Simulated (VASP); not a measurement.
# Al2O3 (P-6m2) in VASP: further runs

Runs on Al2O3. Level: PBE. Tasks: single point.

Everything below comes from runs of VASP 6.6.1. Logs are shortened: lines on timing, memory, paths and dates and some standing lists are left out, and cuts for length are marked.

## Step 1: The structure

Symmetry: P-6m2, No. 187, hexagonal system. Conventional cell: a = 2.884 Å, b = 2.884 Å, c = 9.337 Å, α = 90.00°, β = 90.00°, γ = 120.00°. Al (site symmetry 3m) has 3 O at 1.80 Å as nearest neighbours. Around O (site symmetry 3m) lie 3 Al at 1.80 Å. O (site symmetry -6m2) is surrounded by 6 Al at 2.18 Å.

Measurements of this composition are mostly on another form, of space group No. 167.

## Step 2: Single point, PBE

The input, INCAR:

```
SYSTEM = Al2O3
  ADDGRID = .FALSE.
  ALGO = Normal
  EDIFF = 1E-7
  ENCUT = 400
  GGA = PE
  ISIF = 2
  ISMEAR = 0
  LASPH = .TRUE.
  LCHARG = .FALSE.
  LREAL = .FALSE.
  LWAVE = .FALSE.
  NBANDS = 20
  NELM = 100
  PREC = Low
  SIGMA = 0.05
```

The input, KPOINTS:

```
k-points
0
G
  8 8 2
  0 0 0
```

The input, POSCAR:

```
Al2O3
1.0
    2.8843249483      0.0000000000      0.0000000000
   -1.4421624742      2.4978986780      0.0000000000
    0.0000000000      0.0000000000      9.3367544600
Al O
2 3
Direct
    0.0000000000      0.0000000000      0.8500076700
    0.0000000000      0.0000000000      0.1499923300
    0.3333333333      0.6666666667      0.7776830800
    0.6666666667      0.3333333333      0.0000000000
    0.3333333333      0.6666666667      0.2223169200
```

Potentials or basis: VASP PAW PBE potentials, release 64 (Al, O_s).

Run with:

```console
> cat potpaw_PBE.64/Al/POTCAR potpaw_PBE.64/O_s/POTCAR > POTCAR
> mpirun -np 1 vasp_std > vasp.out
```

OUTCAR:

```text
SYSTEM = Al2O3
   EDIFF = 1E-7
   ENCUT = 400
   GGA = PE
   ISIF = 2
   ISMEAR = 0
   LASPH = .TRUE.
   LREAL = .FALSE.
   NELM = 100
   PREC = Low

 Found     20 irreducible k-points:

 Following reciprocal coordinates:
            Coordinates               Weight
  0.000000  0.000000  0.000000      1.000000
  0.125000 -0.000000  0.000000      6.000000
  0.250000 -0.000000  0.000000      6.000000
  0.375000  0.000000  0.000000      6.000000
  0.500000 -0.000000  0.000000      3.000000
  0.125000  0.125000  0.000000      6.000000
   k-points           NKPTS =     20   k-points in BZ     NKDIM =     20   number of bands    NBANDS=     20
   number of dos      NEDOS =    301   number of ions     NIONS =      5
   total plane-waves  NPLWV =   9408
   dimension x,y,z NGX =    14 NGY =   14 NGZ =   48
   dimension x,y,z NGXF=    14 NGYF=   14 NGZF=   48
   ions per type =               2   3
   NGX,Y,Z   is equivalent  to a cutoff of   8.07,  8.07,  8.55 a.u.
   NGXF,Y,Z  is equivalent  to a cutoff of   8.07,  8.07,  8.55 a.u.
 SYSTEM =  Al2O3
   PREC   = low       normal or accurate (medium, high low for compatibility)
   ISTART =      0    job   : 0-new  1-cont  2-samecut
   ICHARG =      2    charge: 1-file 2-atom 10-const
   ISPIN  =      1    spin polarized calculation?
   LNONCOLLINEAR =      F non collinear calculations
   LSORBIT =      F    spin-orbit coupling
   LASPH  =      T    aspherical Exc in radial PAW
   ENCUT  =  400.0 eV  29.40 Ry    5.42 a.u.   4.70  4.70 15.23*2*pi/ulx,y,z
   NELM   =    100;   NELMIN=  2; NELMDL= -5     # of ELM steps
   EDIFF  = 0.1E-06   stopping-criterion for ELM
   LREAL  =      F    real-space projection
   EDIFFG = 0.1E-05   stopping-criterion for IOM
   NSW    =      0    number of steps for IOM
   IBRION =     -1    ionic relax: 0-MD 1-quasi-New 2-CG
   NFREE  =      0    steps in history (QN), initial steepest desc. (CG)
   ISIF   =      2    stress and relaxation
   ISYM   =      2    0-nonsym 1-usesym 2-fastsym
   POTIM  = 0.5000    time-step for ionic-motion
   TEBEG  =    0.0;   TEEND  =   0.0 temperature during run
   PSTRESS=    0.0 pullay stress
   NELECT =      24.0000    total number of electrons
   NUPDOWN=      -1.0000    fix difference up-down
   EMIN   =  10.00;   EMAX   =-10.00  energy-range for DOS
   EFERMI =   0.00;   METHOD = LEGACY
   ISMEAR =     0;   SIGMA  =   0.05  broadening in eV -4-tet -1-fermi 0-gaus
   EFERMI_NEDOS =   21; number of points for ismear=-14 and -15
   IALGO  =     38    algorithm
   IMIX   =      4    mixing-type and parameters
     AMIX     =   0.40;   BMIX     =  1.00
     AMIX_MAG =   1.60;   BMIX_MAG =  1.00
  volume/ion in A,a.u.               =      13.45        90.79
  Fermi-wavevector in a.u.,A,eV,Ry     =   1.161111  2.194181 18.343074  1.348178
  Thomas-Fermi vector in A             =   2.297686
   LORBIT       =      0    0 simple, 1 ext, 2 COOP (PROOUT), +10 PAW based schemes
   GGA     = PE    functional components
   LHFCALC =     F    Hartree Fock is set to
   AEXX    =    0.0000 exact exchange contribution
   IVDW    =     0    specifies the selected vdW correction
   LEPSILON=     F    determine dielectric tensor
   LRPA    =     F    only Hartree local field effects (RPA)
 non-spin polarized calculation
 Gauss-broadening in eV      SIGMA  =   0.05
  energy-cutoff  :      400.00
  volume of cell :       67.27
 maximum number of plane-waves:      1243
   NGX =  9   NGY =  9   NGZ = 31

 number of electron      24.0001126 magnetization

 Free energy of the ion-electron system (eV)
  ---------------------------------------------------
  ext. energy  EPLUGINS =         0.00000000
  ---------------------------------------------------
  free energy    TOTEN  =       -36.32675473 eV

  energy without entropy =      -36.32675473  energy(sigma->0) =      -36.32675473

 E-fermi :   1.4261     XC(G=0):  -8.5492

 val. band max:        1.1127374864   @ k =   0.1250   0.1250   0.0000
 cond. band min:       5.8642770101   @ k =   0.0000   0.0000   0.0000
 fundamental gap:      4.7515395237
 Fermi energy:         1.4260854132

 k-point     1 :       0.0000    0.0000    0.0000
  band No.  band energies     occupation
      1     -17.6033      2.00000
      2     -16.5759      2.00000
      3     -15.3949      2.00000
      4      -3.8473      2.00000
      5      -0.9750      2.00000
      6      -0.3707      2.00000
[... 12 lines left out ...]
     19      15.9892      0.00000
     20      15.9897      0.00000

 k-point     2 :       0.1250   -0.0000    0.0000
  band No.  band energies     occupation
      1     -17.4151      2.00000
      2     -16.4360      2.00000
      3     -15.3283      2.00000
      4      -3.7480      2.00000
      5      -1.4964      2.00000
      6      -0.8457      2.00000
[... 12 lines left out ...]
     19      14.7009      0.00000
     20      15.8057      0.00000

 k-point     3 :       0.2500   -0.0000    0.0000
  band No.  band energies     occupation
      1     -16.9012      2.00000
      2     -16.0757      2.00000
      3     -15.1887      2.00000
      4      -3.7526      2.00000
      5      -2.9438      2.00000
      6      -1.9129      2.00000
[... 12 lines left out ...]
     19      14.0272      0.00000
     20      14.6333      0.00000

 k-point     4 :       0.3750    0.0000    0.0000
  band No.  band energies     occupation
      1     -16.2332      2.00000
      2     -15.6761      2.00000
      3     -15.1384      2.00000
      4      -4.3305      2.00000
      5      -4.3004      2.00000
      6      -2.8880      2.00000
[... 12 lines left out ...]
     19      14.1766      0.00000
     20      15.1634      0.00000

 k-point     5 :       0.5000   -0.0000    0.0000
  band No.  band energies     occupation
      1     -15.8224      2.00000
      2     -15.4960      2.00000
      3     -15.2289      2.00000
      4      -4.8356      2.00000
      5      -4.6776      2.00000
      6      -3.2627      2.00000
[... 12 lines left out ...]
     19      14.7199      0.00000
     20      14.7491      0.00000

 k-point     6 :       0.1250    0.1250    0.0000
  band No.  band energies     occupation
      1     -17.0634      2.00000
      2     -16.1853      2.00000
      3     -15.2241      2.00000
      4      -3.6815      2.00000
      5      -2.3201      2.00000
      6      -1.8520      2.00000
[... 12 lines left out ...]
     19      14.0918      0.00000
     20      14.7702      0.00000

 [... further k-points ...]
[... 5 lines left out ...]
  --------------------------------------------------------------------------------------
  -------------------------------------------------------------------------------------
  Total        0.2803997      0.2803997     -0.0906921     -0.0000000      0.0000000      0.0000000
  in kB        6.6784108      6.6784108     -2.1600567     -0.0000000      0.0000000      0.0000000
  external PRESSURE =       3.7322549 kB  Pullay stress =       0.0000000 kB

 VOLUME and BASIS-vectors are now :
 -----------------------------------------------------------------------------
  energy-cutoff  :      400.00
  volume of cell :       67.27
      direct lattice vectors                 reciprocal lattice vectors
     2.884324948  0.000000000  0.000000000     0.346701574  0.200168247  0.000000000
    -1.442162474  2.497898678  0.000000000     0.000000000  0.400336494  0.000000000
     0.000000000  0.000000000  9.336754460     0.000000000  0.000000000  0.107103598

 POSITION                                       TOTAL-FORCE (eV/Angst)
 -----------------------------------------------------------------------------------
      0.00000      0.00000      7.93631        -0.000000      0.000000     -0.075948
      0.00000      0.00000      1.40044         0.000000      0.000000      0.075948
     -0.00000      1.66527      7.26104        -0.000000     -0.000000      0.020886
      1.44216      0.83263      0.00000         0.000000      0.000000      0.000000
     -0.00000      1.66527      2.07572        -0.000000     -0.000000     -0.020886
 -----------------------------------------------------------------------------------
    total drift:                                0.000200     -0.000116     -0.000000

  FREE ENERGIE OF THE ION-ELECTRON SYSTEM (eV)
  ---------------------------------------------------
  free  energy   TOTEN  =       -36.3267547256 eV

  energy  without entropy=      -36.3267547256  energy(sigma->0) =      -36.32675473
```

OSZICAR:

```text
N       E                     dE             d eps       ncg     rms          rms(c)
DAV:   1     0.117580076393E+03    0.11758E+03   -0.10638E+04   800   0.889E+02
DAV:   2    -0.353982494159E+02   -0.15298E+03   -0.15017E+03   884   0.293E+02
DAV:   3    -0.408692613564E+02   -0.54710E+01   -0.54573E+01  1104   0.535E+01
DAV:   4    -0.409308865604E+02   -0.61625E-01   -0.61622E-01   924   0.573E+00
[... 26 lines left out ...]
DAV:  31    -0.363267473707E+02    0.10381E-03   -0.29401E-04  1024   0.222E-01    0.239E-01
DAV:  32    -0.363267540984E+02   -0.67277E-05   -0.63108E-05   924   0.662E-02    0.143E-01
DAV:  33    -0.363267551196E+02   -0.10212E-05   -0.10344E-05   980   0.324E-02    0.347E-02
DAV:  34    -0.363267547289E+02    0.39072E-06   -0.14355E-06   924   0.117E-02    0.265E-02
DAV:  35    -0.363267547256E+02    0.33158E-08   -0.50447E-08   668   0.271E-03
   1 F= -.36326755E+02 E0= -.36326755E+02  d E =-.116641E-19
```

It took 14 s on 1 thread of Intel Xeon Platinum 8488C (Sapphire Rapids), shared host; peak memory 0.11 GiB.

These settings aren't checked as converged: the numbers below hold their error.

Results:

```
Free energy            : -36.3268 eV
Pressure               : 0.4 GPa
Largest force          : 0.076 eV/Å
Band gap on the k mesh : 4.75 eV, indirect (least direct gap 4.99 eV)
```

## Step 3: Single point, PBE

INCAR, as its differences from that of step 2:

```diff
@@ -10,3 +10,3 @@
   LCHARG = .FALSE.
-  LREAL = .FALSE.
+  LREAL = Auto
   LWAVE = .FALSE.
@@ -14,3 +14,3 @@
   NELM = 100
-  PREC = Low
+  PREC = Accurate
   SIGMA = 0.05
```

KPOINTS is that of step 2.

POSCAR is that of step 2.

Potentials or basis: VASP PAW PBE potentials, release 64 (Al, O_s).

Run with:

```console
> cat potpaw_PBE.64/Al/POTCAR potpaw_PBE.64/O_s/POTCAR > POTCAR
> mpirun -np 1 vasp_std > vasp.out
```

Run time: 42 s. Hardware: 1 thread of Intel Xeon Platinum 8488C (Sapphire Rapids), shared host; peak memory 0.15 GiB.

The run converged, but some of its settings lie outside the range that counts as converged, so its numbers aren't taken as properties of the crystal.

What came out:

```
Free energy            : -36.3189 eV
Pressure               : 0.2 GPa
Largest force          : 0.065 eV/Å
Band gap on the k mesh : 4.75 eV, indirect (least direct gap 4.99 eV)
```
